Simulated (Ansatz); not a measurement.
Input and command of a plane-wave DFT calculation in Ansatz:

```yaml
crystal:
  lattice:
    - [1.2277356916, -2.1250910107, 0.0]
    - [1.2277356916, 2.1250910107, 0.0]
    - [0.0, 0.0, 6.6524111717]
  atoms:
    - { symbol: C, position: [0.0833153575, 0.9166846425, 0.75] }
    - { symbol: C, position: [0.5833153575, 0.4166846425, 0.25] }
    - { symbol: C, position: [0.9166846425, 0.0833153575, 0.25] }
    - { symbol: C, position: [0.4166846425, 0.5833153575, 0.75] }
basis:
  ecutwfc: 420
kpoints:
  mp_grid: { grid: [18, 18, 6] }
hamiltonian:
  xc: pbesol
scf:
  occupations: { method: fermi_dirac, width: 0.15 }
output:
  forces: true
  stress: true
  eigenvalues: true
  write_density: true
  write_potential: true
  elf: true
  volumetric_format: npy
relax:
  adjacent_minimum: "off"
  f_tol: 0.001
  max_steps: 60
  cell: { stress_tol: 0.02, p_target: 6.0 }
```

```bash
ansatz run input.yaml --threads 1 --pin off --max-ram 3072MiB --backend cpu --events-out ev --progress --plain --runs-dir out
```

Processor: Arm Neoverse V1, 1 thread, on a host shared with other jobs.

**Question.** Estimate time, memory and problem size.

**Answer.** About 110 s on 1 thread of Arm Neoverse V1 (shared host), peak memory 0.42 GiB. It solves 12 bands at 364 k points (the mesh reduced by the symmetry that the task leaves, which can be less than the crystal's) with about 603 plane waves (on the last cell), in 65 SCF iterations over 10 ionic steps.
